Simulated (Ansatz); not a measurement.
GaP: a film clamped to a substrate

Theory: Ansatz, DFT r2SCAN, scalar-relativistic, plane waves, PAW. Cutoff 500 eV, Γ-centred 8×8×8 k-points, Gaussian smearing of 0.05 eV. No spin polarisation. Energies are free energies at this smearing, counted from the undisturbed cell; pressure is positive in compression.

The undisturbed cell (as given, not relaxed at this level; it stands at 0.0 GPa):

```xyz
2
Lattice="0.0000 2.7252 2.7252 2.7252 0.0000 2.7252 2.7252 2.7252 0.0000" Properties=species:S:1:pos:R:3 pbc="T T T"
Ga    0.0000    0.0000    0.0000
P     4.0879    4.0879    4.0879
```

The cell (2 atoms, V0 = 40.48 Å³) is strained by p along both x and y and by q along z, fractional coordinates fixed. τp = (1/V0) ∂E/∂p = (σxx + σyy)(1 + p)(1 + q) and τq = (1/V0) ∂E/∂q = σzz(1 + p)², with tension positive.

```
     p q  ΔE (meV/atom)  τp (GPa)  τq (GPa)
 0.000   0.000           0.00     -0.09     -0.04
-0.040   0.000          45.57    -18.79     -5.66
 0.040   0.000          37.00     14.04      4.14
 0.000  -0.040          15.05     -5.55     -6.00
 0.000   0.040          13.76      4.20      5.40
```

Q: Get the second derivatives of the energy density.

A: Central differences give A = ∂τp/∂p = 410 GPa (C11 + C22 + 2 C12), C = ∂τq/∂q = 142 GPa (C33) and the cross term B = ∂τq/∂p = 123 GPa (C13 + C23); ∂τp/∂q = 122 GPa must equal B, and any difference shows higher-order terms. Steps this large leave an error of some per cent of A or C in all of these, which can swamp a small B. The ions are clamped. In a cubic crystal C11 = C = 142, C12 = B/2 = 61 GPa and A should be 2(C11 + C12) = 408 GPa; the bulk modulus is (C11 + 2 C12)/3 = 88 GPa.

Q: A film of this crystal grows with z along the normal on a substrate that imposes p. How does its thickness respond, and what does the misfit cost?

A: Count p and q from the stress-free cell. A free surface needs τq = 0, so q = −(B/C) p = -0.86 p. The energy density left is (A − B²/C) p²/2 = M p², with the biaxial modulus M = 152 GPa; a misfit of 1 % costs 1.93 meV/atom, against 2.59 meV/atom if the thickness were held.

A GaP film on this substrate gives way along its normal, but by less than the imposed in-plane strain (q = -0.86 p), so its volume is far from conserved. The reason lies in the tetrahedral sp3 network: biaxial strain can be accommodated partly by rotating bonds instead of changing their lengths, but the directional, partly ionic covalent bonds resist the change in angle. Free thickness therefore removes only a modest part of the misfit energy, from 2.59 to 1.93 meV/atom at 1 % misfit.

Holding the fractional coordinates fixed costs nothing here, because strains along the cube axes leave the symmetry that pins both sublattices; the moduli are thus also the relaxed-ion ones. Compression costs more than equal extension in both directions, as expected when short-range repulsion steepens faster than bonding weakens. A compressively strained film is therefore probably somewhat costlier than the harmonic estimate at large misfit, and a tensile one cheaper. The result doesn't carry over to a (111) film, where shear stiffness and internal displacement of the sublattices enter.
